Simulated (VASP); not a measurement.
Set up this calculation in VASP 6.6.1, as the native input.

```
Task                   : single point
Functional             : PBEsol
Potentials or basis    : VASP PAW PBE potentials, release 64 (Ag)
Cutoff                 : 520 eV
k mesh                 : 12 × 12 × 12
Occupations            : fermi-dirac, width 0.136057 eV
Spin                   : no spin polarisation
Dipole correction      : no
Further INCAR settings : ALGO = Normal; EDIFF = 1e-06; NBANDS = 12
```

The structure of Ag lies in POSCAR:

```
Ag
1.0
    2.6867203435      0.0000000000      0.0000000000
    0.0000000000      2.6867203435      0.0000000000
    0.0000000000      0.0000000000      2.6867203435
Ag
1
Direct
    0.0000000000      0.0000000000      0.0000000000
```

The cell was built by a generator and needn't be a form met in nature.

These files were run (other wordings do the same):

INCAR

```
SYSTEM = Ag
PREC = Accurate
ENCUT = 520
EDIFF = 1E-6
ISMEAR = -1
SIGMA = 0.13605693000000002
LREAL = .False.
LASPH = .True.
NELM = 100
ALGO = Normal
ISIF = 2
LWAVE = .False.
LCHARG = .False.
GGA = PS
NBANDS = 12
```

KPOINTS

```
Automatic mesh
0
Gamma
  12 12 12
  0 0 0
```

Potentials or basis: VASP PAW PBE potentials, release 64 (Ag).

Run with:

```console
$ cat potpaw_PBE.64/Ag/POTCAR > POTCAR
$ mpirun -np 1 vasp_std > vasp.out
```

It gave:

```
Pressure               : -0.3 GPa
Band gap on the k mesh : none (metal or under the smearing width)
```

Caveat: the PAW data sets were made with another functional, which shifts forces and pressure a little.

Run time: 11 s on 1 thread of Intel(R) Xeon(R) Platinum 8488C (Sapphire Rapids) (shared host), peak memory 0.13 GiB.
